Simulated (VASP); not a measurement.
# ZnCu, self-consistent run: which settings are enough?

ZnCu, P4mm (no. 99), 2 atoms in the cell. PBEsol; PAW potentials Zn, Cu (PBE set). VASP 6.6.1. The cell is changed on purpose: last atom moved by 0.05 Å along z, cell strained by +1.0% along z.

Wanted: energy within 2 meV/atom; forces within 0.01 eV/Å.

What the run is for: forces; Accuracy asked: standard.

POSCAR:
```
ZnCu
1.0
    2.9450000000      0.0000000000      0.0000000000
    0.0000000000      2.9450000000      0.0000000000
    0.0000000000      0.0000000000      2.9744500000
Zn Cu
1 1
Direct
    0.5000000000      0.5000000000      0.5000000000
    0.0000000000      0.0000000000      0.0169779300
```

The series start from Plane-wave cutoff (eV): 380; Smearing width (eV): 0.1; k-point mesh: 12 × 12 × 12; Precision mode (PREC): Accurate; Electronic threshold (eV): 1e-6; Bands in all (NBANDS): 22; Aspherical gradient terms in the spheres (LASPH): yes; Electronic algorithm: ALGO=Normal; Use of symmetry (ISYM): defaults; Density mixing: defaults. Each series keeps the choices made before it, and each single choice may use up half of a tolerance.

## Plane-wave cutoff (eV)

| Plane-wave cutoff (eV) | Energy less reference (meV/atom) | Forces, largest deviation (eV/Å) | SCF iterations | Time (s) |
|---|---|---|---|---|
| 240 | 118.9 | 0.008 | 13 | 16 |
| 300 | 1.0 | 0.002 | 13 | 29 |
| 340 | -2.8 | 0.002 | 13 | 30 |
| 380 | -0.4 | 0.001 | 13 | 37 |
| 440 | 1.0 | 0.001 | 13 | 45 |
| 520 | -0.1 | 0.000 | 13 | 49 |
| 620 (reference) | 0.0 | 0.000 | 13 | 44 |

Chosen: 380, the loosest value from which every tighter one stays within half of the tolerance.

## Smearing width (eV)

| Smearing width (eV) | Energy less reference (meV/atom) | Forces, largest deviation (eV/Å) | SCF iterations | Time (s) |
|---|---|---|---|---|
| 0.4 | 0.4 | 0.007 | 13 | 36 |
| 0.3 | 0.3 | 0.006 | 13 | 36 |
| 0.2 | 0.0 | 0.004 | 13 | 36 |
| 0.15 | -0.1 | 0.003 | 13 | 36 |
| 0.1 | 0.0 | 0.001 | 13 | 37 |
| 0.05 (reference) | 0.0 | 0.000 | 13 | 36 |

Chosen: 0.2.

## k-point mesh

| k-point mesh | Energy less reference (meV/atom) | Forces, largest deviation (eV/Å) | SCF iterations | Time (s) |
|---|---|---|---|---|
| 4 × 4 × 4 | -23.4 | 0.021 | 12 | 7.0 |
| 5 × 5 × 5 | -4.4 | 0.001 | 13 | 7.2 |
| 7 × 7 × 7 | -9.3 | 0.004 | 13 | 12 |
| 8 × 8 × 8 | -5.0 | 0.002 | 13 | 23 |
| 10 × 10 × 10 | 2.6 | 0.002 | 13 | 38 |
| 12 × 12 × 12 | 1.4 | 0.005 | 13 | 36 |
| 15 × 15 × 15 | -1.1 | 0.001 | 13 | 76 |
| 18 × 18 × 17 (reference) | 0.0 | 0.000 | 13 | 123 |

Chosen: 18 × 18 × 17; the next looser run is off by more than half of the tolerance, so convergence isn't shown beyond this value.

## Precision mode (PREC)

| Precision mode (PREC) | Energy less reference (meV/atom) | Forces, largest deviation (eV/Å) | SCF iterations | Time (s) |
|---|---|---|---|---|
| Low | 2.0 | 0.019 | 13 | 52 |
| SingleN | -20.7 | 0.100 | 13 | 47 |
| Normal | 0.2 | 0.001 | 13 | 40 |
| Accurate (reference) | 0.0 | 0.000 | 13 | 123 |

Chosen: Normal.

## Electronic threshold (eV)

| Electronic threshold (eV) | Energy less reference (meV/atom) | Forces, largest deviation (eV/Å) | SCF iterations | Time (s) |
|---|---|---|---|---|
| 0.001 | 0.0 | 0.002 | 10 | 34 |
| 0.0001 | 0.0 | 0.000 | 10 | 34 |
| 1e-5 | 0.0 | 0.000 | 11 | 36 |
| 1e-6 | 0.0 | 0.000 | 13 | 40 |
| 1e-7 | 0.0 | 0.000 | 14 | 48 |
| 1e-8 (reference) | 0.0 | 0.000 | 16 | 49 |

Chosen: 0.001.

## Bands in all (NBANDS)

| Bands in all (NBANDS) | Energy less reference (meV/atom) | Forces, largest deviation (eV/Å) | SCF iterations | Time (s) |
|---|---|---|---|---|
| 13 | 0.0 | 0.001 | 10 | 19 |
| 14 | 0.0 | 0.000 | 10 | 19 |
| 16 | 0.0 | 0.000 | 10 | 25 |
| 18 | 0.0 | 0.000 | 10 | 30 |
| 22 | 0.0 | 0.001 | 10 | 34 |
| 32 (reference) | 0.0 | 0.000 | 10 | 53 |

Chosen: 13.

## Aspherical gradient terms in the spheres (LASPH)

| Aspherical gradient terms in the spheres (LASPH) | Energy less reference (meV/atom) | Forces, largest deviation (eV/Å) | SCF iterations | Time (s) |
|---|---|---|---|---|
| no | 0.1 | 0.000 | 10 | 20 |
| yes (reference) | 0.0 | 0.000 | 10 | 19 |

Chosen: no.

## Electronic algorithm

| Electronic algorithm | Energy less reference (meV/atom) | Forces, largest deviation (eV/Å) | SCF iterations | Time (s) |
|---|---|---|---|---|
| ALGO=Normal | 0.0 | 0.000 | 10 | 20 |
| ALGO=Fast | 0.0 | 0.000 | 11 | 19 |
| ALGO=VeryFast | 0.0 | 0.001 | 17 | 21 |
| ALGO=All ISEARCH=1 | 0.2 | 0.001 | 14 | 22 |
| ALGO=All ISEARCH=0 | 0.2 | 0.001 | 14 | 23 |
| ALGO=Damped TIME=0.4 | 0.2 | 0.000 | 21 | 26 |
| ALGO=Damped TIME=0.1 | 0.3 | 0.003 | 25 | 28 |

Chosen: ALGO=Normal; no other choice that stays within half of the tolerance saves 30 % of the time.

## Use of symmetry (ISYM)

| Use of symmetry (ISYM) | Energy less reference (meV/atom) | Forces, largest deviation (eV/Å) | SCF iterations | Time (s) |
|---|---|---|---|---|
| defaults | 0.0 | 0.000 | 10 | 20 |
| ISYM=1 | 0.0 | 0.000 | 10 | 16 |
| ISYM=0 | 0.0 | 0.000 | 10 | 82 |
| ISYM=-1 | 0.0 | 0.000 | 10 | 161 |

Chosen: ISYM=1; it saves 4.6 s of 20, so defaults would do nearly as well.

## Density mixing

| Density mixing | Energy less reference (meV/atom) | Forces, largest deviation (eV/Å) | SCF iterations | Time (s) |
|---|---|---|---|---|
| defaults | 0.0 | 0.000 | 10 | 16 |
| AMIX=0.4 AMIN=0.6 IMIX=2 | 0.0 | 0.000 | 22 | 42 |
| AMIX=0.1 | -0.1 | 0.001 | 12 | 26 |
| MIXPRE=2 | 0.0 | 0.000 | 10 | 22 |
| INIMIX=0 | 0.0 | 0.001 | 11 | 23 |
| MIXPRE=0 | 0.0 | 0.000 | 11 | 23 |
| AMIX=0.8 | 0.0 | 0.000 | 11 | 22 |

Chosen: defaults.

## All choices together

| Input | Energy less reference (meV/atom) | Forces, largest deviation (eV/Å) | Time (s) |
|---|---|---|---|
| the program's defaults (naive) | -2.9 | 0.003 | 4.7 |
| chosen settings | -0.1 | 0.000 | 16 |
| reference settings throughout | 0.0 | 0.000 | 230 |

The chosen settings stay within the tolerance of the reference run, but the reference itself isn't shown to be converged in: k-point mesh.

Values of the reference run: Forces: 0, 0, 0.2186, 0, 0, -0.2186 eV/Å.

## The input

INCAR:
```
GGA      = PS             # functional
ISMEAR   = 1              # smearing method
SIGMA    = 0.2            # smearing width, eV
LWAVE    = F              # write WAVECAR
LCHARG   = F              # write CHGCAR
ISIF     = 2              # what is computed and relaxed
PREC     = Normal         # precision mode
LASPH    = F              # aspherical terms in the spheres
LREAL    = F              # projectors in reciprocal space
ALGO     = Normal         # electronic algorithm
EDIFF    = 0.001          # SCF threshold, eV
NELM     = 120            # most SCF steps
GGA_COMPAT= F            
ENCUT    = 380            # plane-wave cutoff, eV
NBANDS   = 13             # bands
ISYM     = 1             
```

KPOINTS:
```
Automatic mesh
0
Gamma
  18 18 17
  0 0 0
```

Commands:
```
cat potpaw_PBE.64/Zn/POTCAR potpaw_PBE.64/Cu/POTCAR > POTCAR
mpirun -np 1 vasp_std > vasp.out
```

The chosen input took VASP 6.6.1 16 s on 1 core (Intel Xeon Platinum 8488C (Sapphire Rapids)), a shared host.

## An input that fails: tetrahedra on too few k points

VASP's message: IBZKPT: tetrahedron method fails for NKPT<4. NKPT = 1.

k mesh: 12 × 12 × 12 becomes 1 × 1 × 1.

Changes against the starting input:
```
- ISMEAR = 1
- NELM = 120
+ ISMEAR = -5
+ NELM = 86
```
